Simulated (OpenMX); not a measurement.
Crystal: Te2Pt (Moncheite).

```
CELL_PARAMETERS angstrom
4.01000 0.00000 0.00000
-2.00500 3.47276 0.00000
0.00000 0.00000 5.20100
ATOMIC_POSITIONS crystal
Pt 0.00000 0.00000 0.00000
Te 0.66667 0.33333 0.75000
Te 0.33333 0.66667 0.25000
```

Base run:

| Item | Value |
| --- | --- |
| Program | OpenMX 3.8.5 |
| Functional | PBE |
| Dispersion | D3 |
| Potentials or basis | OpenMX 2013 PBE set, Pt7.0-s3p2d2f1, Te7.0-s3p2d2f1, grid cutoff 500 Ry |
| k mesh | 7 × 7 × 5 |
| Occupations | fermi-dirac, width 0.05 eV |
| Spin | no spin polarisation |

Its results: band gap on the k mesh none (metal or under the smearing width); pressure 8.5 GPa; largest force 1.478 eV/Å.

The run is repeated on the same cell with these changes: dispersion from D3 to none. What comes out?

Band gap on the k mesh none (metal or under the smearing width); pressure 11.6 GPa; largest force 1.403 eV/Å.

Dispersion adds attraction, which lowers the pressure at fixed volume and, as a term added to the energy, leaves the levels alone.

Caveats: the basis of atomic orbitals isn't converged, which shifts pressures, moduli and gaps; forces of over 1 eV/Å show positions far from the minimum, so gaps and moduli don't describe the material at rest; pairwise dispersion overbinds metals, which lowers pressure and volume (some runs).
